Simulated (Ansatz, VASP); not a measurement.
**MoS2 in VASP and in Ansatz**

Contents of INCAR:

```
PREC = Accurate
ENCUT = 520
EDIFF = 1E-7
ISMEAR = 0
SIGMA = 0.05
LREAL = False
LASPH = True
NELM = 80
ALGO = Normal
ISIF = 2
LWAVE = False
LCHARG = False
ISPIN = 2
MAGMOM = 1 0 0
LORBIT = 11
LMAXMIX = 4
LDAU = True
LDAUTYPE = 2
LDAUL = 2 -1
LDAUU = 7 0
LDAUJ = 0 0
LDAUPRINT = 1
GGA = PS
NBANDS = 24
```

Contents of KPOINTS:

```
regular mesh
0
Gamma
  6 6 4
```

File POSCAR:

```
MoS2
1.0
    3.5639467600      0.0000000000      0.0000000000
   -1.7819733800      3.0864684300      0.0000000000
    0.0000000000      0.0000000000      5.7493858200
Mo S
1 2
Direct
    0.0000000000      0.0000000000      0.0000000000
    0.3333333333      0.6666666667      0.2520000000
    0.6666666667      0.3333333333      0.7480000000
```

Contents of input.yaml:

```yaml
crystal:
  lattice:
    - [3.56394676, 0.0, 0.0]
    - [-1.78197338, 3.08646843, 0.0]
    - [0.0, 0.0, 5.74938582]
  atoms:
    - { symbol: Mo, position: [0.0, 0.0, 0.0], spin: 1.0 }
    - { symbol: S, position: [0.3333333333, 0.6666666667, 0.252] }
    - { symbol: S, position: [0.6666666667, 0.3333333333, 0.748] }
hamiltonian:
  xc: pbesol
  pseudopotentials: { kind: paw }
  hubbard: { sites: [{ species: Mo, l: d, u_eff: 7.0 }] }
magnetization:
  spin_polarized: true
kpoints:
  mp_grid: { grid: [6, 6, 4] }
scf:
  occupations: { method: gaussian, width: 0.05 }
output:
  forces: true
  stress: true
  eigenvalues: true
  write_density: true
  write_potential: true
  elf: true
  volumetric_format: npy
```

Measurements of this composition are mostly on another form, of space group No. 194.

Alike in both runs: task single point; functional PBEsol; k mesh 6 × 6 × 4; occupations gaussian, width 0.05 eV; collinear spin, ferromagnetic start; Hubbard terms Mo d U = 7 eV.

|  | VASP | Ansatz |
| --- | --- | --- |
| version | VASP 6.6.1 | Ansatz 0.2.0 |
| potentials or method | VASP PAW PBE potentials, release 64 (Mo_sv, S) | Ansatz PAW |
| plane-wave cutoff (eV) | 520 | 420 |
| valence electrons in the cell | 26 | 26 |

```csv
,VASP,Ansatz,Ansatz less VASP
gap on the k mesh at the Fermi level (eV),none,none,-
pressure (GPa),-0.7,-0.5,+0.16
largest component of the traceless stress (GPa),1.92,2.68,+0.761
rms of the force components (eV/Å),0.025,0.011,-0.0144
net moment per atom (μB),0.69,0.69,-0.004
size of the moment on the site where the two differ most (μB),2.66,2.26,-0.405
```

Site moments also hang on the region over which each program counts them. The programs project onto different local orbitals, so the same U acts differently. Atom by atom the forces differ by 0.014 eV/Å (rms over components). A gap of «none» marks a metal or a gap that the smearing closes.

Caveats: this functional lacks dispersion, which binds the layers, so the pressure and a relaxed spacing across them are unreliable; the PAW data sets were made with another functional, which shifts forces and pressure a little (VASP); the magnetic or orbital state may not be the lowest (Ansatz); the PAW data sets come from PBE, with cores solved anew for the run's functional, which leaves a small shift of forces and pressure (Ansatz). The state reached can hang on the start; a lower one may exist.
